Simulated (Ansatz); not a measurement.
**SnO2: single point with PBE**

The system is SnO2.

```
Sn O
1.0
     0.00000    2.57415    2.57415
     2.57415    0.00000    2.57415
     2.57415    2.57415    0.00000
Sn O
1 2
Cartesian
  0.0000 0.0000 0.0000
  3.8612 3.8612 3.8612
  1.2871 1.2871 1.2871
```

Measurements of this composition are mostly on another form, of space group No. 136.

- Program: Ansatz 0.2.0
- Task: single point
- Functional: PBE
- Potentials or basis: Ansatz PAW
- Cutoff: 420 eV (not typed: the program's choice for these potentials)
- k mesh: 9 × 9 × 9
- Occupations: gaussian, width 0.012 eV
- Spin: no spin polarisation

```yaml
Pressure: -0.5 GPa
Band_gap_on_the_k_mesh: none (metal or under the smearing width)
```

Levels at points of the mesh, in eV from the Fermi level:
```csv
k point,band 10,band 11,band 12,band 13,band 14,band 15,band 16,band 17
"(0.00, 0.00, 0.00)",-2.72,-1.24,-1.24,-1.24,-0.11,7.06,7.06,7.06
```

It took 0.59 s on 2 threads of Arm Neoverse V2, on a shared host, peak memory 0.29 GiB.

Caveat: the pressure holds a Pulay correction of +1.0 GPa for the finite cutoff.
